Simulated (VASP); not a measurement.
BN, 4 atoms in the cell. It takes space group P6_3/mmc (No. 194, hexagonal). Conventional cell: a = 2.498 Å, b = 2.498 Å, c = 6.636 Å, α = 90.00°, β = 90.00°, γ = 120.00°. B (site symmetry -6m2) has 3 N at 1.44 Å as nearest neighbours. N (site symmetry -6m2) has 3 B at 1.44 Å as nearest neighbours. 

| Quantity | Value |
| --- | --- |
| Program | VASP 6.6.1 |
| Task | relaxation of cell and atoms |
| Functional | PBE |
| Dispersion | D3(BJ) |
| Potentials or basis | VASP PAW PBE potentials, release 64 (B_h, N_h) |
| Cutoff | 900 eV |
| k mesh | 15 × 15 × 6 |
| Occupations | gaussian, width 0.02 eV |
| Spin | no spin polarisation |
| Further INCAR settings | ALGO = Fast; EDIFF = 1e-07; IBRION = 2; EDIFFG = -0.002; NSW = 80; ISIF = 3 |

Potentials or basis: VASP PAW PBE potentials, release 64 (B_h, N_h).

Launch:

```sh
$ cat potpaw_PBE.64/B_h/POTCAR potpaw_PBE.64/N_h/POTCAR > POTCAR
$ mpirun -np 4 vasp_std > vasp.out
```

Hardware: 4 MPI ranks on Intel(R) Xeon(R) Platinum 8488C (Sapphire Rapids), with other jobs on the host.

**Question.** How long does it take, and how much memory?

**Answer.** Run time: 2.4 min on 4 MPI ranks on Intel(R) Xeon(R) Platinum 8488C (Sapphire Rapids), on a shared host, peak memory 0.27 GiB a rank. Counts: scf iterations 84, k points 108, ion steps 11.
